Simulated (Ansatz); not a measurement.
# Ga: pressure and energy change per atom against volume scale

All results are calculated (Ansatz 0.2.0). Plane-wave DFT, scalar-relativistic PAW made under PBE with cores redone for the functional, no dispersion; the given relaxed cell is scaled uniformly, energy at zero smearing counts from the unscaled cell, pressure at the given Fermi-Dirac smearing is positive in compression.

The cell before it is scaled or strained (space group P6_3/mmc, No. 194):
```
CELL_PARAMETERS angstrom
3.06200 0.00000 0.00000
-1.53100 2.65180 0.00000
0.00000 0.00000 4.83190
ATOMIC_POSITIONS crystal
Ga 0.33333 0.66667 0.25000
Ga 0.66667 0.33333 0.75000
```

Settings of every row: spin polarised no; functional revPBE; wave cutoff 420 eV; smearing width 0.1 eV; k mesh 13x13x8.

Atom starting moment: 0 on all atoms.

Limits: the cell comes from a prototype or a list of computed structures and needn't be the stable phase.

```csv
row,volume scale,V (Å³/atom),pressure (GPa),energy change per atom (meV)
1,0.88,17.263,7.66,49.4
2,0.92,18.048,4.48,20.02
3,0.96,18.832,?,?
4,1.04,20.402,-1.49,3.94
5,1.08,21.186,-2.69,14.49
6,1.12,21.971,-3.63,30.27
```

Question: what pressure and energy change per atom should row 3 give?

Worked fit of pressure. Take u = (V_r/V)^(2/3) − 1 with V_r = 20.402 Å³ an atom, which is twice the finite (Eulerian) strain; such expansions in the strain, on which the Birch-Murnaghan equation of state is built, carry the rest volume and the bulk modulus. The shown rows have u = 0.11782, 0.08516, 0, -0.02483, -0.04819. Least squares give pressure = −1.513 + 53.354 × u + 206 × u² GPa; a straight line predicts inner rows, each left out in turn, worse (root mean square 0.59 against 0.062 GPa). The rows lie off it by 0.03, -0.04, 0.02, 0.02, -0.02. The pressure vanishes at u = 0.0258, or V = 19.64 Å³ an atom, and there the bulk modulus at fixed shape and fractions is B = −V dP/dV = (2/3)(1 + u) dP/du = 43.8 GPa. Letting shape and atoms relax would as a rule lower it, by much in layered, chain or molecular crystals. The withheld row has u = 0.05483, so the fit gives −1.513 + 53.354 × (0.05483) + 206 × (0.05483)² = 2.03 GPa.

The calculation gave 1.99 GPa. The fit lies 0.04 GPa (2 % of the value, 0.35 % of the column's range) above it; its largest miss of a shown row is 0.04 GPa.

Worked fit of energy change per atom. Take u = (V_r/V)^(2/3) − 1 with V_r = 20.402 Å³ an atom, which is twice the finite (Eulerian) strain; such expansions in the strain, on which the Birch-Murnaghan equation of state is built, carry the rest volume and the bulk modulus. The shown rows have u = 0.11782, 0.08516, 0, -0.02483, -0.04819. Least squares give energy change per atom = 3.633 − 285.233 × u + 5692.09 × u² meV; a straight line predicts inner rows, each left out in turn, worse (root mean square 16 against 0.83 meV). The rows lie off it by 0.36, -0.60, 0.31, 0.27, -0.33 (root mean square 0.39 meV). The withheld row has u = 0.05483, so the fit gives 3.633 − 285.233 × (0.05483) + 5692.09 × (0.05483)² = 5.11 meV.

The calculation gave 4.55 meV. The fit lies 0.56 meV (12 % of the value, 1.2 % of the column's range) above it; its largest miss of a shown row is 0.60 meV.
